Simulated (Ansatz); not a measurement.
# Cs under changes of volume

One of the cells (122.477 Å³/atom); the others are scaled copies at fixed shape and fractional positions:

```
Cs
1.0
    -3.12847    3.12847    3.12847
     3.12847   -3.12847    3.12847
     3.12847    3.12847   -3.12847
Cs
1
Direct
  0.00000 0.00000 0.00000
```

```yaml
Program: Ansatz 0.2.0
Functional: PBE
Potentials_or_basis: Ansatz PAW
Cutoff: "420 eV (not typed: the program's choice for these potentials)"
k_mesh: 6 × 6 × 6
Occupations: fermi-dirac, width 0.05 eV
Spin: no spin polarisation
```

| volume (Å³/atom) | energy over the lowest point (meV/atom) | pressure (GPa) |
| --- | --- | --- |
| 115.128 | ? | ? |
| 117.578 | 0.00 | 0.0 |
| 120.027 | 0.29 | 0.0 |
| 122.477 | 1.13 | -0.1 |
| 124.926 | 2.48 | -0.1 |
| 127.376 | 4.29 | -0.1 |
| 129.825 | 6.53 | -0.2 |

What does the run at 115.128 Å³/atom give?

Energy over the lowest point 0.32 meV/atom; pressure 0.0 GPa.

Worked out: A Birch-Murnaghan fit of order 3 (a polynomial in V^(-2/3)) to the other rows has its minimum at 117.59 Å³/atom with B0 = V·E''(V) = 1.9 GPa and B' = 3.1. It gives 0.31 meV/atom at 115.128 Å³/atom, against the run's 0.32, and -dE/dV = 0.0 GPa, against 0.0.

Energies are extrapolated to zero smearing.
